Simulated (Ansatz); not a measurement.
# An extra electron or hole in glassy Al2O3 (200 atoms): runs compared

Aim: add and remove one electron in glassy Al2O3 (200 atoms), with atoms held and relaxed, and read trapping energy and localisation.

Computed with Ansatz 0.2.0: Kohn-Sham DFT, PBE, PAW (set soft_1), plane waves.

### Step 1. The cell as built

The cell holds 200 atoms: 80 Al and 120 O. Cell: a = 13.046 Å, b = 13.046 Å, c = 13.046 Å, α = 90.0°, β = 90.0°, γ = 90.0°. 200 atoms (80 Al, 120 O) placed at random at 3.05 g/cm³, melted at 4500 K for 20 ps at fixed volume with the Morse and Coulomb pair potential with partial charges (Pedone, Malavasi, Menziani, Cormack and Segre, J. Phys. Chem. B 110, 11780 (2006)). Quenched from 4500 K to 300 K at 20 K/ps and fixed volume, held 5 ps. The starting density is a measured one.

Limits known from the start: The quench rate of 20 K/ps far exceeds what a furnace or splat quench reaches, so expect more defects and frozen-in strain than in a real sample. The starting topology of bonds comes from the classical model, and needn't be the one that DFT or experiment would give. Sampling is at Γ alone, for a cell whose shortest periodic width is 13 Å.

### Step 2. The reference run

The reference is a single point at the end of the relaxation.

The charged cells start from the geometry of this run, on a uniform background, with spin and a narrow Fermi–Dirac smearing.

Its input, with most atom lines left out:

```yaml
crystal:
  lattice:
    - [13.0461, 0.0, 0.0]
    - [0.0, 13.0461, 0.0]
    - [0.0, 0.0, 13.0461]
  atoms:
    - { symbol: Al, position: [0.13198, 0.64804, 0.49501] }
    - { symbol: Al, position: [0.38977, 0.05411, 0.30316] }
    - { symbol: Al, position: [0.76408, 0.15701, 0.74429] }
    - { symbol: Al, position: [0.45049, 0.57272, 0.71776] }
    - { symbol: Al, position: [0.92595, 0.59952, 0.43796] }
    - { symbol: Al, position: [0.09088, 0.23863, 0.38178] }
    - { symbol: Al, position: [0.38893, 0.89258, 0.49808] }
    [... atom lines 8 to 200 left out ...]
kpoints:
  mp_grid: { grid: [1, 1, 1] }
hamiltonian:
  xc: pbe
  pseudopotentials: { kind: paw, azcp: { folder: soft_1 } }
scf:
  occupations: { method: gaussian, width: 0.05 }
output:
  forces: true
  stress: true
  populations: true
  dos:
    method: { smearing: { sigma: 0.15 } }
    de: 0.1
    projected: { site_lists: { Al: [Al], O: [O] } }
  eigenvalues: true
  write_density: true
  write_potential: true
  volumetric_format: npy
  elf: true
```

```
free energy per atom   : -556.8261 eV/atom
r.m.s. force component : 0.00893 eV/Å
pressure               : 0.3491 GPa
```

Filled and empty levels are parted by 3.08 eV (at Γ alone); a semilocal functional tends to put such gaps too low. In a disordered cell it changes from sample to sample, and tail or defect levels can set it.

### Step 3. The runs

Each row is one run, on 8 threads of Intel Xeon at 2.60GHz (Ice Lake), shared host. The free energy is the program's total, comparable only between runs with the same functional, potentials and atoms; between charge states it hangs on the program's zero of potential.

```
                                              run  atoms    outcome  ionic steps, all passes  free energy (eV)     time  host memory (GiB)
                        Single point at the start    200  converged                        -       -111352.816     18 s                3.7
                                       Relaxation    200  converged                       10       -111365.224  2.1 min                3.7
             Single point at the relaxed geometry    200  converged                        -       -111365.224     28 s                3.8
                    An extra electron, atoms held    200  converged                        -       -111356.693     77 s                6.8
                 An extra electron, atoms relaxed    200  converged                        3       -111356.703  1.8 min                6.7
An extra electron, levels at the relaxed geometry    200  converged                        -       -111356.703     79 s                6.8
          Neutral at the geometry of the electron    200  converged                        -       -111365.218     27 s                3.8
                        An extra hole, atoms held    200  converged                        -       -111370.293     96 s                6.8
                     An extra hole, atoms relaxed    200  converged                       11       -111370.621  6.2 min                6.7
    An extra hole, levels at the relaxed geometry    200  converged                        -       -111370.621     76 s                6.8
              Neutral at the geometry of the hole    200  converged                        -       -111364.579     27 s                3.8
```

In some runs the program notes that starting moments were not kept.

A closer look about O132, which holds the most spin of the extra hole after relaxation: 12 atoms, nearest first, numbered in the order of the input, with positions taken from that point.

```
atom      x      y      z  distance (Å)  intrinsic-atomic-orbital charge (e)  moment (μB)
O132   0.00   0.00   0.00          0.00                                -0.68         0.37
Al30  -1.61   0.06   0.63          1.73                                 1.32         0.00
Al22   1.63   0.51   0.54          1.80                                 1.28         0.00
O169   1.60   1.62  -1.04          2.51                                -0.85         0.07
 O97  -2.10   1.11  -0.82          2.52                                -0.83         0.10
O103   2.24  -1.01  -0.64          2.54                                -0.89         0.03
O102  -0.99  -1.09   2.28          2.72                                -0.86         0.04
O192   1.07   1.53   2.10          2.81                                -0.87         0.00
O164   1.90  -1.04   1.82          2.83                                -0.88         0.01
Al18   1.76  -0.54  -2.28          2.93                                 1.36         0.00
Al54  -1.26   1.02  -2.46          2.95                                 1.34         0.00
O105  -2.55  -1.43   0.44          2.95                                -0.91         0.00
```

### Step 4. Energies and spread of the extra charge

Energies are differences within one cell and functional; the shift is the gain plus the neutral cell's energy at the new geometry, that is how much cheaper the vertical process becomes there. The spread is the participation number of the site moments (1/Σw², over the spin inside atomic spheres), with the atom that holds the largest share and the spin that the spheres hold in all.

```
 carrier  charged less neutral, atoms held (eV)  gain on relaxing (eV)  neutral cell at that geometry, less the reference (eV)  shift of the vertical energy (eV)        spread, atoms held          spread, relaxed
electron                                  8.531                  0.010                                                   0.006                              0.016                         -                        -
    hole                                 -5.069                  0.329                                                   0.645                              0.974  16; O132 16 % of 0.82 μB  4; O132 45 % of 0.83 μB
```

### Step 5. Outcome

The extra electron gains 0.010 eV as the atoms relax: so small a gain shows no trapping at this level. The cell with the electron keeps a moment of only 0.00 μB where one unpaired electron should give 1 μB: the carrier is shared between both spins, which can hide trapping. The extra hole gains 0.33 eV as the atoms relax, and its spin goes from about 16 to 4 atoms: the atoms trap it, with the largest share on O132. The O132–O97 distance goes from 2.73 to 2.52 Å. Adding the two vertical energies gives 3.46 eV, against a gap of 3.08 eV in the neutral cell. The zero of the potential cancels in this sum; the excess isn't taken apart here: charging of a small cell, filling of bands on a coarse mesh and the attraction to the background can all enter.

Caveats: Single energies of charged cells hang on the program's zero of potential. In the spin-polarised runs the search for a state of lower energy was switched off. No distortion was seeded, so a trapped state behind a barrier can't be found. Local and semilocal functionals favour spread-out charges, so trapping can be missed. Charged cells carry a uniform background, with no correction for images.

The DFT runs together took 17 min of wall time.

[Logs are printed without paths, hosts, clocks, repeated set-up lines and the standing remarks that a program may print on its own settings, such as how far it seeks lower states.]

[Hosts, paths, dates, database ids (printed as entryN), source tags and the programs' standing remarks are cut or masked in the printed files.]
